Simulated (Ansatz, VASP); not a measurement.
**GaP in VASP and in Ansatz**

File INCAR:

```
SYSTEM = GaP
ALGO     = Fast           ! electronic algorithm
EDIFF    = 1E-6           ! SCF threshold, eV
EDIFFG   = -0.01          ! ionic threshold
ENCUT    = 600            ! plane-wave cutoff, eV
GGA      = PE             ! functional
IBRION   = 2              ! ionic algorithm
ISIF     = 3              ! what is computed and relaxed
ISMEAR   = -1             ! smearing method
LASPH    = .True.         ! aspherical terms in the spheres
LCHARG   = .False.        ! write CHGCAR
LREAL    = .False.        ! projectors in reciprocal space
LWAVE    = .False.        ! write WAVECAR
NELM     = 60             ! most SCF steps
NSW      = 60             ! ionic steps
PREC     = Accurate       ! precision mode
SIGMA    = 0.05           ! smearing width, eV
```

File KPOINTS:

```
k-points
0
Gamma
  8 8 8
  0 0 0
```

File POSCAR:

```
GaP
1.0
    0.0000000000      2.7252500000      2.7252500000
    2.7252500000      0.0000000000      2.7252500000
    2.7252500000      2.7252500000      0.0000000000
Ga P
1 1
Direct
    0.0000000000      0.0000000000      0.0000000000
    0.7500000000      0.7500000000      0.7500000000
```

Contents of input.yaml:

```yaml
crystal:
  lattice:
    - [0.0, 2.72525, 2.72525]
    - [2.72525, 0.0, 2.72525]
    - [2.72525, 2.72525, 0.0]
  atoms:
    - { symbol: Ga, position: [0.0, 0.0, 0.0] }
    - { symbol: P, position: [0.75, 0.75, 0.75] }
hamiltonian:
  xc: pbe
  pseudopotentials: { kind: paw }
kpoints:
  mp_grid: { grid: [8, 8, 8] }
scf:
  occupations: { method: fermi_dirac, width: 0.05 }
output:
  forces: true
  stress: true
  write_density: true
  write_potential: true
  elf: true
  volumetric_format: npy
relax:
  f_tol: 0.01
  max_steps: 40
  cell: { stress_tol: 0.05 }
```

Alike in both runs: task relaxation of cell and atoms; functional PBE; k mesh 8 × 8 × 8; occupations fermi-dirac, width 0.05 eV; no spin polarisation.

|  | VASP | Ansatz |
| --- | --- | --- |
| version | VASP 6.6.1 | Ansatz 0.2.0 |
| potentials or method | VASP PAW PBE potentials, release 64 (Ga_d, P) | Ansatz PAW |
| plane-wave cutoff (eV) | 600 | 420 |
| valence electrons in the cell | 18 | 18 |

VASP gave:

| Property | Result |
| --- | --- |
| gap on the k mesh at the Fermi level, each at its own relaxed structure (eV) | 1.58 |
| relaxed volume (Å³/atom) | 20.86 |
| relaxed cell length with the largest relative difference (Å) | 3.893 |
| energy change over the relaxation (meV/atom) | -5 |

**Question.** Estimate Ansatz's values.

**Answer.** gap on the k mesh at the Fermi level, each at its own relaxed structure (eV): 1.58; relaxed volume (Å³/atom): 20.85; relaxed cell length with the largest relative difference (Å): 3.893; energy change over the relaxation (meV/atom): -5.

Caveats: the plane-wave basis is chosen anew once the cell has moved, so the energies of steps on either side of that aren't comparable (Ansatz). A k mesh can miss the band edges. Zero-point motion and thermal expansion aren't in these numbers. As with any semilocal functional, this PBE gap is likely too small.
